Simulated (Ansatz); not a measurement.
# MoS2 under changes of volume

One of the cells (17.750 Å³/atom); the others are scaled copies at fixed shape and fractional positions:

```
CELL_PARAMETERS angstrom
1.58550 0.91539 6.11500
-1.58550 0.91539 6.11500
0.00000 -1.83078 6.11500
ATOMIC_POSITIONS crystal
Mo 0.00000 0.00000 0.00000
S 0.25000 0.25000 0.25000
S 0.75000 0.75000 0.75000
```

Measurements of this composition are mostly on another form, of space group No. 194.

| Item | Value |
| --- | --- |
| Program | Ansatz 0.2.0 |
| Functional | PBE |
| Potentials or basis | all-electron LAPW, scalar-relativistic |
| Cutoff | 267 eV (chosen from the basis error) |
| Basis error allowed | 0.001 eV/atom |
| k mesh | 10 × 10 × 10 |
| Occupations | fermi-dirac, width 0.05 eV |
| Spin | no spin polarisation |

```tsv
volume (Å³/atom)	energy over the lowest point (meV/atom)	pressure (GPa)	largest force (eV/Å)
16.685	?	?	?
17.040	73.70	15.3	1.784
17.395	44.15	11.4	1.380
17.750	22.77	7.9	1.005
18.105	8.75	4.8	0.657
18.460	1.38	1.9	0.334
18.815	0.00	-0.6	0.034
```

Task: What does the run at 16.685 Å³/atom give?

Result: Energy over the lowest point 112.29 meV/atom; pressure 19.6 GPa; largest force 2.220 eV/Å.

Worked out: A Birch-Murnaghan fit of order 3 (a polynomial in V^(-2/3)) to the other rows has its minimum at 18.72 Å³/atom with B0 = V·E''(V) = 132 GPa and B' = 4.4 at fixed shape and positions, which overstates the stiffness. It gives 112.32 meV/atom at 16.685 Å³/atom, against the run's 112.29, and -dE/dV = 19.6 GPa, against 19.6.

Energies are extrapolated to zero smearing.

Caveats: the cell's inner coordinates are idealised or old, which leaves forces on the atoms.
